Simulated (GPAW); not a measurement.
The system is Se.

```
Se
1.0
     4.36620    0.00000    0.00000
    -2.18310    3.78124    0.00000
     0.00000    0.00000    4.95360
Se
3
Direct
  0.77460 0.77460 0.00000
  0.00000 0.22540 0.66667
  0.22540 0.00000 0.33333
```

Base run:

| Item | Value |
| --- | --- |
| Program | GPAW 26.7.0 |
| Functional | LDA |
| Potentials or basis | PAW data sets generated in the run's folder for this functional |
| Cutoff | 600 eV |
| Basis | pw |
| k mesh | 5 × 5 × 4 |
| Occupations | fermi-dirac, width 0.05 eV |
| Spin | no spin polarisation |

Its results: band gap on the k mesh 1.11 eV, indirect (least direct gap 1.25 eV); pressure -1.2 GPa; largest force 0.242 eV/Å.

**Question.** The run is repeated on the same cell with these changes: functional from LDA to PBE; cutoff from 600 eV to 500 eV; k mesh from 5 × 5 × 4 to 6 × 6 × 5. What comes out?

**Answer.** Band gap on the k mesh 1.31 eV, indirect (least direct gap 1.51 eV); pressure 2.7 GPa; largest force 0.418 eV/Å.

Several settings changed at once, so the effect can't be laid on one alone.

Caveats: the mesh misses the band edges, which the band path finds closer together (some runs); the cutoff is short for stress and forces, so pressures can be off by a GPa or more (some runs); an odd mesh through Γ misses points on the zone boundary, where band edges often lie (some runs).

Not every run made on this cell is shown here.
